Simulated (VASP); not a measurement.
A run of VASP 6.6.1 is set up as follows.

Contents of INCAR:

```
PREC = Accurate
ENCUT = 600
EDIFF = 1E-7
ISMEAR = 0
SIGMA = 0.03
LREAL = F
LASPH = T
NELM = 80
ALGO = Normal
ISIF = 2
LWAVE = F
LCHARG = F
GGA = PE
IVDW = 12
IBRION = 2
NSW = 40
EDIFFG = -0.01
```

The input KPOINTS:

```
Automatic mesh
0
Gamma
  12 12 12
```

The input POSCAR:

```
MgO                                     
1.0
    0.0000000000      2.0567040315      2.0567040315
    2.0567040315      0.0000000000      2.0567040315
    2.0567040315      2.0567040315      0.0000000000
  Mg              O             
     1     1
Direct
     0.0000000000000000    0.0000000000000000    0.0000000000000000
     0.5000000000000000    0.5000000000000000    0.5000000000000000
```

Potentials or basis: VASP PAW PBE potentials, release 64 (Mg, O).

The run is started by

```sh
$ cat potpaw_PBE.64/Mg/POTCAR potpaw_PBE.64/O/POTCAR > POTCAR
$ mpirun -np 1 vasp_std > vasp.out
```

**Question.** Predict the band gap on the k mesh.

**Answer.** 5.45 eV, direct.

**Question.** Predict the dispersion energy per atom.

**Answer.** -0.315 eV.

Final structure:
```xyz
2
Lattice="0.0000 2.0567 2.0567 2.0567 0.0000 2.0567 2.0567 2.0567 0.0000" Properties=species:S:1:pos:R:3 pbc="T T T"
Mg    0.0000    0.0000    0.0000
O     2.0567    2.0567    2.0567
```

Caveat: the relaxation stopped at its first step, so nothing moved. A k mesh can miss the band edges.
